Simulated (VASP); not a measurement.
SnSe, 4 atoms in the cell. The cell holds a slab with vacuum, 4 atoms: a = 4.285 Å, b = 4.285 Å, c = 10.991 Å, α = 90.00°, β = 90.00°, γ = 90.00°. 

```yaml
Program: VASP 6.6.1
Task: relaxation of cell and atoms
Functional: PBE
Potentials_or_basis: VASP PAW PBE potentials, release 64 (Sn_d, Se)
Cutoff: 600 eV
k_mesh: 6 × 6 × 4
Occupations: gaussian, width 0.02 eV
Spin: no spin polarisation
Further_INCAR_settings: ALGO = Normal; EDIFF = 1e-07; IBRION = 2; EDIFFG = -0.005; NSW = 90; ISIF = 3
```

Potentials or basis: VASP PAW PBE potentials, release 64 (Sn_d, Se).

Run with:

```bash
$ cat potpaw_PBE.64/Sn_d/POTCAR potpaw_PBE.64/Se/POTCAR > POTCAR
$ mpirun -np 1 vasp_std > vasp.out
```

Hardware: 1 thread of Intel(R) Xeon(R) Platinum 8259CL CPU @ 2.50GHz (Skylake/Cascade Lake), with other jobs on the host.

Task: How long does it take, and how much memory?

Result: Run time: 25 min on 1 thread of Intel(R) Xeon(R) Platinum 8259CL CPU @ 2.50GHz (Skylake/Cascade Lake) (shared host), peak memory 0.45 GiB. Counts: scf iterations 140, k points 30, ion steps 13.
